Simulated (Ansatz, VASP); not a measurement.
TaN: VASP beside Ansatz

```
Ta N
1.0
     0.03268    2.19534    2.19534
     2.19534    0.03268    2.19534
     2.19534    2.19534    0.03268
Ta N
1 1
Direct
  0.50000 0.50000 0.50000
  0.00000 0.00000 0.00000
```

Change from the starting cell: equal xy, yz and zx shear strains of +1.5 %.

Alike in both runs: task single point; functional PBE; k mesh 9 × 9 × 9; occupations fermi-dirac, width 0.02 eV; no spin polarisation.

|  | VASP | Ansatz |
| --- | --- | --- |
| version | VASP 6.6.1 | Ansatz 0.2.0 |
| potentials or method | VASP PAW PBE potentials, release 64 (Ta_pv, N), cutoff 520 eV | all-electron LAPW, scalar-relativistic |

|  | VASP | Ansatz | Ansatz less VASP |
| --- | --- | --- | --- |
| pressure (GPa) | 15.6 | 14.7 | -0.91 |
| largest component of the traceless stress (GPa) | 0.80 | 0.85 | +0.054 |

Ansatz ran all-electron here, so the differences hold the error of VASP's frozen core and of both bases.

Caveats: so large a pressure means that the cell lies far from this level's equilibrium, or that cutoff or potentials fall short (VASP). Spin-orbit coupling is left out, which matters for the levels of Ta.
